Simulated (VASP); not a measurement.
# AlP (F-43m) in VASP: notebook

AlP is run at these levels: PBE, LDA; tasks: single point.

All numbers are computed with VASP 6.6.1; they aren't measurements. Logs are shortened: lines on timing, memory, paths and dates and some standing lists are left out, and cuts for length are marked.

**The experiment to reproduce.**

A printed reference work, data compilation reports, for a bulk crystal of AlP at 4.2 K: band gap 2.505 eV (indirect).

The results are compared with them further down.

**1. The cell of the first run**

Symmetry: F-43m, No. 216, cubic system. Conventional cell: a = 5.479 Å, b = 5.479 Å, c = 5.479 Å, α = 90.00°, β = 90.00°, γ = 90.00°. Al (site symmetry -43m) has 4 P at 2.37 Å within 3.1 Å. P (site symmetry -43m) has 4 Al at 2.37 Å within 3.1 Å.

**2. Single point, PBE**

INCAR reads:

```
PREC = Accurate ; ENCUT = 500
EDIFF = 1E-6 ; ISMEAR = 0
SIGMA = 0.01 ; LREAL = F
LASPH = T ; NELM = 120
ALGO = Normal ; ISIF = 2
LWAVE = F ; LCHARG = T
GGA = PE ; LELF = T
LVHAR = T ; NBANDS = 11
GGA_COMPAT = F
```

KPOINTS reads:

```
Automatic mesh
0
Gamma
  4 4 4
```

POSCAR reads:

```
AlP
1.0
    0.0000000000      2.7392607961      2.7392607961
    2.7392607961      0.0000000000      2.7392607961
    2.7392607961      2.7392607961      0.0000000000
Al P
1 1
Direct
    0.0000000000      0.0000000000      0.0000000000
    0.2500000000      0.2500000000      0.2500000000
```

Potentials or basis: VASP PAW PBE potentials, release 64 (Al, P).

Launch:

```sh
cat potpaw_PBE.64/Al/POTCAR potpaw_PBE.64/P/POTCAR > POTCAR
mpirun -np 1 vasp_std > vasp.out
```

OUTCAR:

```text
PREC = Accurate
   ENCUT = 500
   EDIFF = 1E-6
   ISMEAR = 0
   LREAL = F
   LASPH = T
   NELM = 120
   ISIF = 2
   GGA = PE

 ion  position               nearest neighbor table
   1  0.000  0.000  0.000-   2 2.37   2 2.37   2 2.37   2 2.37
   2  0.250  0.250  0.250-   1 2.37   1 2.37   1 2.37   1 2.37

  LATTYP: Found a face centered cubic cell.
 ALAT       =     5.4785215922

  Lattice vectors:

 A1 = (   0.0000000000,   2.7392607961,   2.7392607961)
 A2 = (   2.7392607961,   0.0000000000,   2.7392607961)
 A3 = (   2.7392607961,   2.7392607961,   0.0000000000)

Analysis of symmetry for initial positions (statically):
=====================================================================
 Subroutine PRICEL returns:
 Original cell was already a primitive cell.

 Routine SETGRP: Setting up the symmetry group for a
 face centered cubic supercell.

 Subroutine GETGRP returns: Found 24 space group operations
 (whereof 24 operations were pure point group operations)
 out of a pool of 48 trial point group operations.

The static configuration has the point symmetry T_d .

Analysis of symmetry for dynamics (positions and initial velocities):
=====================================================================
 Subroutine PRICEL returns:
 Original cell was already a primitive cell.

 Routine SETGRP: Setting up the symmetry group for a
 face centered cubic supercell.

 Subroutine GETGRP returns: Found 24 space group operations
 (whereof 24 operations were pure point group operations)
 out of a pool of 48 trial point group operations.

The dynamic configuration has the point symmetry T_d .

 Subroutine INISYM returns: Found 24 space group operations
 (whereof 24 operations are pure point group operations),
 and found     1 'primitive' translations

----------------------------------------------------------------------------------------

                                     Primitive cell

  volume of cell :      41.1084

  direct lattice vectors                    reciprocal lattice vectors
     0.000000000  2.739260796  2.739260796    -0.182530995  0.182530995  0.182530995
     2.739260796  0.000000000  2.739260796     0.182530995 -0.182530995  0.182530995
     2.739260796  2.739260796  0.000000000     0.182530995  0.182530995 -0.182530995

  length of vectors
     3.873899769  3.873899769  3.873899769     0.316152958  0.316152958  0.316152958

  position of ions in fractional coordinates (direct lattice)
     0.000000000  0.000000000  0.000000000
     0.250000000  0.250000000  0.250000000

  ion indices of the primitive-cell ions
   primitive index   ion index
                 1           1
                 2           2

----------------------------------------------------------------------------------------

 KPOINTS: Automatic mesh

Automatic generation of k-mesh.
 Grid dimensions read from file:
 generate k-points for:    4    4    4

 Generating k-lattice:

  Cartesian coordinates                     Fractional coordinates (reciprocal lattice)
    -0.045632749  0.045632749  0.045632749     0.250000000  0.000000000  0.000000000
     0.045632749 -0.045632749  0.045632749     0.000000000  0.250000000  0.000000000
     0.045632749  0.045632749 -0.045632749     0.000000000  0.000000000  0.250000000

  Length of vectors
     0.079038240  0.079038240  0.079038240

  Shift w.r.t. Gamma in fractional coordinates (k-lattice)
     0.000000000  0.000000000  0.000000000

 Subroutine IBZKPT returns following result:
 ===========================================

 Found      8 irreducible k-points:

 Following reciprocal coordinates:
            Coordinates               Weight
  0.000000  0.000000  0.000000      1.000000
  0.250000  0.000000  0.000000      8.000000
  0.500000  0.000000  0.000000      4.000000
  0.250000  0.250000  0.000000      6.000000
  0.500000  0.250000  0.000000     24.000000
 -0.250000  0.250000  0.000000     12.000000
  0.500000  0.500000  0.000000      3.000000
 -0.250000  0.500000  0.250000      6.000000
   k-points           NKPTS =      8   k-points in BZ     NKDIM =      8   number of bands    NBANDS=     11
   number of dos      NEDOS =    301   number of ions     NIONS =      2
   total plane-waves  NPLWV =  21952
   dimension x,y,z NGX =    28 NGY =   28 NGZ =   28
   dimension x,y,z NGXF=    56 NGYF=   56 NGZF=   56
   ions per type =               1   1
   NGX,Y,Z   is equivalent  to a cutoff of  12.02, 12.02, 12.02 a.u.
   NGXF,Y,Z  is equivalent  to a cutoff of  24.03, 24.03, 24.03 a.u.
 SYSTEM =  unknown system
   PREC   = accura    normal or accurate (medium, high low for compatibility)
   ISTART =      0    job   : 0-new  1-cont  2-samecut
   ICHARG =      2    charge: 1-file 2-atom 10-const
   ISPIN  =      1    spin polarized calculation?
   LNONCOLLINEAR =      F non collinear calculations
   LSORBIT =      F    spin-orbit coupling
   LASPH  =      T    aspherical Exc in radial PAW
   ENCUT  =  500.0 eV  36.75 Ry    6.06 a.u.   7.06  7.06  7.06*2*pi/ulx,y,z
   NELM   =    120;   NELMIN=  2; NELMDL= -5     # of ELM steps
   EDIFF  = 0.1E-05   stopping-criterion for ELM
   LREAL  =      F    real-space projection
   EDIFFG = 0.1E-04   stopping-criterion for IOM
   NSW    =      0    number of steps for IOM
   IBRION =     -1    ionic relax: 0-MD 1-quasi-New 2-CG
   NFREE  =      0    steps in history (QN), initial steepest desc. (CG)
   ISIF   =      2    stress and relaxation
   ISYM   =      2    0-nonsym 1-usesym 2-fastsym
   POTIM  = 0.5000    time-step for ionic-motion
   TEBEG  =    0.0;   TEEND  =   0.0 temperature during run
   PSTRESS=    0.0 pullay stress
   NELECT =       8.0000    total number of electrons
   NUPDOWN=      -1.0000    fix difference up-down
   EMIN   =  10.00;   EMAX   =-10.00  energy-range for DOS
   EFERMI =   0.00;   METHOD = LEGACY
   ISMEAR =     0;   SIGMA  =   0.01  broadening in eV -4-tet -1-fermi 0-gaus
   EFERMI_NEDOS =   21; number of points for ismear=-14 and -15
   IALGO  =     38    algorithm
   IMIX   =      4    mixing-type and parameters
     AMIX     =   0.40;   BMIX     =  1.00
     AMIX_MAG =   1.60;   BMIX_MAG =  1.00
  volume/ion in A,a.u.               =      20.55       138.71
  Fermi-wavevector in a.u.,A,eV,Ry     =   0.948698  1.792780 12.245630  0.900028
  Thomas-Fermi vector in A             =   2.076911
   LORBIT       =      0    0 simple, 1 ext, 2 COOP (PROOUT), +10 PAW based schemes
   GGA     = PE    functional components
   LHFCALC =     F    Hartree Fock is set to
   AEXX    =    0.0000 exact exchange contribution
   IVDW    =     0    specifies the selected vdW correction
   LEPSILON=     F    determine dielectric tensor
   LRPA    =     F    only Hartree local field effects (RPA)
 non-spin polarized calculation
 Gauss-broadening in eV      SIGMA  =   0.01
  energy-cutoff  :      500.00
  volume of cell :       41.11
 maximum number of plane-waves:      1056
   NGX = 15   NGY = 15   NGZ = 15

 number of electron       8.0000001 magnetization

 Free energy of the ion-electron system (eV)
  ---------------------------------------------------
  ext. energy  EPLUGINS =         0.00000000
  ---------------------------------------------------
  free energy    TOTEN  =       -10.27970039 eV

  energy without entropy =      -10.27970039  energy(sigma->0) =      -10.27970039

 E-fermi :   4.6194     XC(G=0):  -9.1524

 val. band max:        4.5260544174   @ k =   0.0000   0.0000   0.0000
 cond. band min:       6.1013387610   @ k =   0.5000   0.5000   0.0000
 fundamental gap:      1.5752843436
 Fermi energy:         4.6194251879

 k-point     1 :       0.0000    0.0000    0.0000
  band No.  band energies     occupation
      1      -6.9262      2.00000
      2       4.5261      2.00000
      3       4.5261      2.00000
      4       4.5261      2.00000
      5       7.7390      0.00000
      6       9.0483      0.00000
      7       9.0483      0.00000
      8       9.0483      0.00000
      9      13.3273      0.00000
     10      13.3273      0.00000
     11      14.7268      0.00000

 k-point     2 :       0.2500    0.0000    0.0000
  band No.  band energies     occupation
      1      -6.2749      2.00000
      2       1.3615      2.00000
      3       4.0848      2.00000
      4       4.0848      2.00000
      5       7.7964      0.00000
      6       9.6379      0.00000
      7       9.6379      0.00000
      8      11.3919      0.00000
      9      12.8184      0.00000
     10      12.8184      0.00000
     11      14.8415      0.00000

 k-point     3 :       0.5000    0.0000    0.0000
  band No.  band energies     occupation
      1      -5.2652      2.00000
      2      -0.9734      2.00000
      3       3.7650      2.00000
      4       3.7650      2.00000
      5       7.2866      0.00000
      6       9.3179      0.00000
      7       9.3179      0.00000
      8      12.7579      0.00000
      9      16.0096      0.00000
     10      16.0096      0.00000
     11      16.2806      0.00000

 k-point     4 :       0.2500    0.2500    0.0000
  band No.  band energies     occupation
      1      -6.0506      2.00000
      2       1.6358      2.00000
      3       3.2449      2.00000
      4       3.2449      2.00000
      5       7.3652      0.00000
      6       8.5824      0.00000
      7      11.5557      0.00000
      8      11.5557      0.00000
      9      12.4462      0.00000
     10      14.4982      0.00000
     11      18.1412      0.00000

 k-point     5 :       0.5000    0.2500    0.0000
  band No.  band energies     occupation
      1      -5.0036      2.00000
      2      -0.3576      2.00000
      3       1.8807      2.00000
      4       2.9863      2.00000
      5       7.3021      0.00000
      6       9.8022      0.00000
      7      11.3637      0.00000
      8      11.6062      0.00000
      9      15.2778      0.00000
     10      16.0764      0.00000
     11      17.7673      0.00000

 k-point     6 :      -0.2500    0.2500    0.0000
  band No.  band energies     occupation
      1      -5.3836      2.00000
      2       0.1955      2.00000
      3       1.7176      2.00000
      4       3.6878      2.00000
      5       8.2647      0.00000
      6      10.5886      0.00000
      7      10.6864      0.00000
      8      11.0707      0.00000
      9      12.1324      0.00000
     10      15.5239      0.00000
     11      17.7217      0.00000

 k-point     7 :       0.5000    0.5000    0.0000
  band No.  band energies     occupation
      1      -4.6084      2.00000
      2      -0.7647      2.00000
      3       2.4353      2.00000
      4       2.4353      2.00000
      5       6.1013      0.00000
      6       6.9759      0.00000
      7      15.4955      0.00000
      8      15.4955      0.00000
      9      16.4825      0.00000
     10      16.5631      0.00000
     11      16.5631      0.00000

 k-point     8 :      -0.2500    0.5000    0.2500
  band No.  band energies     occupation
      1      -4.5600      2.00000
      2      -0.3846      2.00000
      3       1.3822      2.00000
      4       1.7329      2.00000
      5       8.8360      0.00000
      6      10.4039      0.00000
      7      10.6510      0.00000
      8      10.8514      0.00000
      9      15.7178      0.00000
     10      16.4155      0.00000
     11      17.7522      0.00000

------------------------ aborting loop because EDIFF is reached ----------------------------------------

  FORCE on cell =-STRESS in cart. coord.  units (eV):
  Direction    XX          YY          ZZ          XY          YZ          ZX
  --------------------------------------------------------------------------------------
  -------------------------------------------------------------------------------------
  Total        0.4266666      0.4266666      0.4266666      0.0000000      0.0000000      0.0000000
  in kB       16.6291146     16.6291146     16.6291146      0.0000000      0.0000000      0.0000000
  external PRESSURE =      16.6291146 kB  Pullay stress =       0.0000000 kB

 VOLUME and BASIS-vectors are now :
 -----------------------------------------------------------------------------
  energy-cutoff  :      500.00
  volume of cell :       41.11
      direct lattice vectors                 reciprocal lattice vectors
     0.000000000  2.739260796  2.739260796    -0.182530995  0.182530995  0.182530995
     2.739260796  0.000000000  2.739260796     0.182530995 -0.182530995  0.182530995
     2.739260796  2.739260796  0.000000000     0.182530995  0.182530995 -0.182530995

 POSITION                                       TOTAL-FORCE (eV/Angst)
 -----------------------------------------------------------------------------------
      0.00000      0.00000      0.00000        -0.000000      0.000000      0.000000
      1.36963      1.36963      1.36963         0.000000     -0.000000     -0.000000
 -----------------------------------------------------------------------------------
    total drift:                               -0.000000     -0.000000      0.000000

  FREE ENERGIE OF THE ION-ELECTRON SYSTEM (eV)
  ---------------------------------------------------
  free  energy   TOTEN  =       -10.2797003876 eV

  energy  without entropy=      -10.2797003876  energy(sigma->0) =      -10.27970039
```

It took 4.1 s on 1 thread of Intel Xeon 6975P-C, shared host; peak memory 0.15 GiB.

What came out:

```
Free energy            : -10.2797 eV
Pressure               : 1.7 GPa
Band gap on the k mesh : 1.58 eV, indirect (least direct gap 3.21 eV)
```

Caveat: the k points lie up to 0.50 Å⁻¹ apart.

**3. Single point, PBE**

INCAR reads:

```
PREC     = Accurate       # precision mode
ENCUT    = 500            # plane-wave cutoff, eV
EDIFF    = 1E-6           # SCF threshold, eV
ISMEAR   = -1             # smearing method
SIGMA    = 0.02           # smearing width, eV
LREAL    = F              # projectors in reciprocal space
LASPH    = T              # aspherical terms in the spheres
NELM     = 120            # most SCF steps
ALGO     = Normal         # electronic algorithm
ISIF     = 2              # what is computed and relaxed
LWAVE    = F              # write WAVECAR
LCHARG   = F              # write CHGCAR
GGA      = PE             # functional
NBANDS   = 11             # bands
GGA_COMPAT= F
```

KPOINTS reads:

```
Automatic mesh
0
Gamma
  8 8 8
```

POSCAR is that of step 2.

Potentials or basis: VASP PAW PBE potentials, release 64 (Al, P).

Launch:

```sh
cat potpaw_PBE.64/Al/POTCAR potpaw_PBE.64/P/POTCAR > POTCAR
mpirun -np 1 vasp_std > vasp.out
```

Wall time 7.1 s (1 thread of Intel Xeon 6975P-C, shared host); peak memory 0.15 GiB.

It converged, with:

| Quantity | Value |
| --- | --- |
| Free energy | -10.3743 eV |
| Pressure | 1.3 GPa |
| Band gap on the k mesh | 1.60 eV, indirect (least direct gap 3.22 eV) |

Levels at points of the mesh, in eV from the valence-band top:
```tsv
k point	band 1	band 2	band 3	band 4	band 5	band 6	band 7	band 8	band 9
(0.00, 0.00, 0.00)	-11.45	0.00	0.00	0.00	3.22	4.55	4.55	4.55	8.82
(0.50, 0.00, 0.00)	-9.79	-5.48	-0.76	-0.76	2.78	4.82	4.82	8.25	11.50
(0.50, 0.50, 0.00)	-9.14	-5.27	-2.08	-2.08	1.60	2.47	10.99	10.99	11.95
```

**4. Single point, LDA**

INCAR reads:

```
SYSTEM = AlP
PREC = Accurate
ENCUT = 500
EDIFF = 1E-6
ISMEAR = 0
SIGMA = 0.01
LREAL = .FALSE.
LASPH = .TRUE.
NELM = 120
ALGO = Normal
ISIF = 2
LWAVE = .FALSE.
LCHARG = .FALSE.
NBANDS = 11
GGA_COMPAT = .FALSE.
```

KPOINTS reads:

```
regular mesh
0
G
  8 8 8
  0 0 0
```

POSCAR is that of step 3.

Potentials or basis: VASP PAW LDA potentials, release 64 (Al, P).

Launch:

```sh
cat potpaw_LDA.64/Al/POTCAR potpaw_LDA.64/P/POTCAR > POTCAR
mpirun -np 1 vasp_std > vasp.out
```

OUTCAR:

```text
SYSTEM = AlP
   PREC = Accurate
   ENCUT = 500
   EDIFF = 1E-6
   ISMEAR = 0
   LREAL = .FALSE.
   LASPH = .TRUE.
   NELM = 120
   ISIF = 2

 ion  position               nearest neighbor table
   1  0.000  0.000  0.000-   2 2.37   2 2.37   2 2.37   2 2.37
   2  0.250  0.250  0.250-   1 2.37   1 2.37   1 2.37   1 2.37

  LATTYP: Found a face centered cubic cell.
 ALAT       =     5.4785215922

  Lattice vectors:

 A1 = (   0.0000000000,   2.7392607961,   2.7392607961)
 A2 = (   2.7392607961,   0.0000000000,   2.7392607961)
 A3 = (   2.7392607961,   2.7392607961,   0.0000000000)

[... 513 lines left out ...]
      9      13.1796      0.00000
     10      15.6447      0.00000
     11      16.9186      0.00000

 [... further k-points ...]
[... 5 lines left out ...]
  --------------------------------------------------------------------------------------
  -------------------------------------------------------------------------------------
  Total       -0.5275118     -0.5275118     -0.5275118     -0.0000000      0.0000000     -0.0000000
  in kB      -20.5595050    -20.5595050    -20.5595050     -0.0000000      0.0000000     -0.0000000
  external PRESSURE =     -20.5595050 kB  Pullay stress =       0.0000000 kB

 VOLUME and BASIS-vectors are now :
 -----------------------------------------------------------------------------
  energy-cutoff  :      500.00
  volume of cell :       41.11
      direct lattice vectors                 reciprocal lattice vectors
     0.000000000  2.739260796  2.739260796    -0.182530995  0.182530995  0.182530995
     2.739260796  0.000000000  2.739260796     0.182530995 -0.182530995  0.182530995
     2.739260796  2.739260796  0.000000000     0.182530995  0.182530995 -0.182530995

 POSITION                                       TOTAL-FORCE (eV/Angst)
 -----------------------------------------------------------------------------------
      0.00000      0.00000      0.00000        -0.000000      0.000000      0.000000
      1.36963      1.36963      1.36963         0.000000     -0.000000     -0.000000
 -----------------------------------------------------------------------------------
    total drift:                               -0.000000     -0.000000      0.000000

  FREE ENERGIE OF THE ION-ELECTRON SYSTEM (eV)
  ---------------------------------------------------
  free  energy   TOTEN  =       -11.4060209668 eV

  energy  without entropy=      -11.4060209668  energy(sigma->0) =      -11.40602097
```

It took 7 s on 1 thread of Intel Xeon 6975P-C, shared host; peak memory 0.14 GiB.

Results:

```yaml
Free_energy: -11.4060 eV
Pressure: -2.1 GPa
Band_gap_on_the_k_mesh: 1.46 eV, indirect (least direct gap 3.03 eV)
```

Levels at points of the mesh, in eV from the valence-band top:
```tsv
k point	band 2	band 3	band 4	band 5	band 6	band 7
(0.00, 0.00, 0.00)	0.00	0.00	0.00	3.03	4.46	4.46
(0.50, 0.00, 0.00)	-5.54	-0.76	-0.76	2.63	4.73	4.73
(0.50, 0.50, 0.00)	-5.32	-2.10	-2.10	1.46	2.33	10.80
```

**5. Summary**

```csv
level,potentials or basis,k mesh,smearing,gap on the mesh (eV),pressure (GPa)
PBE,"VASP PAW PBE potentials, release 64 (Al, P)",4 × 4 × 4,gaussian 0.01 eV,1.58,1.7
PBE,"VASP PAW PBE potentials, release 64 (Al, P)",8 × 8 × 8,fermi-dirac 0.02 eV,1.60,1.3
LDA,"VASP PAW LDA potentials, release 64 (Al, P)",8 × 8 × 8,gaussian 0.01 eV,1.46,-2.1
```

Alike in all rows: task single point; no spin polarisation; cell as given; cutoff (eV) 500.

Caveats: some runs use coarse meshes.

Absolute energies hang on the potentials; compare differences alone.

**6. How close it comes**

Step 3. A measured gap of AlP is 2.505 eV (indirect; 4.2 K; a printed reference work, data compilation); the calculated 1.60 eV misses it by -0.91 eV. The value is that of PBE on a finite k mesh, which can miss the band edges, without temperature or zero-point motion. Semilocal functionals fall short of measured gaps as a rule.

Step 4. A measured gap of AlP is 2.505 eV (indirect; 4.2 K; a printed reference work, data compilation); the calculated 1.46 eV misses it by -1.04 eV. The value is that of LDA on a finite k mesh, which can miss the band edges, without temperature or zero-point motion. Semilocal functionals fall short of measured gaps as a rule.
